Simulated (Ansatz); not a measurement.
## SrCl₂, relaxed from a CdCl2-type start to space group Fm-3m (read at 0.02 Å)

Method: PBEsol, scalar-relativistic; no spin polarisation; PAW, 420 eV, 8×8×8 k-mesh, Gaussian smearing of 0.05 eV; code Ansatz; PAW files: Ansatz's generated set soft_2.

```xyz
3
Lattice="2.4417 1.4097 3.9901 -2.4417 1.4097 3.9901 0.0000 -2.8194 3.9901" Properties=species:S:1:pos:R:3 pbc="T T T"
Sr    0.0000    0.0000    0.0000
Cl    0.0000    0.0000    2.9918
Cl    0.0000    0.0000    8.9786
```

The start was a prototype's sites filled with these elements; the Crystallography Open Database holds the compound in this structure.

Task: Which orbitals make up the states within about 0.6 eV of the valence edge?

Result: Cl 3p 99 % (shares among the projected shells); the gap is 5.25 eV. The projected shells catch only 14 % of the states at the conduction edge, which lie mostly on empty orbitals that aren't projected.

Density of states (tetrahedra, averaged over 0.4 eV; states/eV per cell of 3 atoms; energy in eV from the Fermi level; projections on Löwdin-orthogonalised atomic orbitals, summed over sites):

```tsv
E	total	Cl 3p	Sr 5s	Cl 3s	Sr 4p
-5.65	0.1	0.1	0.0	0.0	0.0
-5.25	1.6	1.4	0.2	0.0	0.0
-4.85	6.2	5.9	0.1	0.0	0.1
-4.45	5.5	5.2	0.1	0.0	0.0
-4.05	2.9	2.7	0.0	0.0	0.0
-3.65	4.2	4.1	0.0	0.0	0.0
-3.25	5.7	5.5	0.0	0.0	0.0
-2.85	3.8	3.7	0.0	0.0	0.0
-2.45	0.0	0.0	0.0	0.0	0.0
-2.05	0.0	0.0	0.0	0.0	0.0
-1.65	0.0	0.0	0.0	0.0	0.0
-1.25	0.0	0.0	0.0	0.0	0.0
-0.85	0.0	0.0	0.0	0.0	0.0
-0.45	0.0	0.0	0.0	0.0	0.0
-0.05	0.0	0.0	0.0	0.0	0.0
0.35	0.0	0.0	0.0	0.0	0.0
0.75	0.0	0.0	0.0	0.0	0.0
1.15	0.0	0.0	0.0	0.0	0.0
1.55	0.0	0.0	0.0	0.0	0.0
1.95	0.0	0.0	0.0	0.0	0.0
2.35	0.0	0.0	0.0	0.0	0.0
2.75	0.2	0.0	0.0	0.0	0.0
3.15	1.3	0.0	0.1	0.0	0.0
3.55	3.8	0.0	0.2	0.0	0.0
3.95	2.7	0.0	0.3	0.1	0.0
```

Formal charges Sr²⁺, Cl⁻ balance and leave closed shells on every ion, so a band insulator is expected, and the gap is 5.25 eV.

Kohn–Sham gaps of semilocal functionals lie under measured ones, often by a third or more.
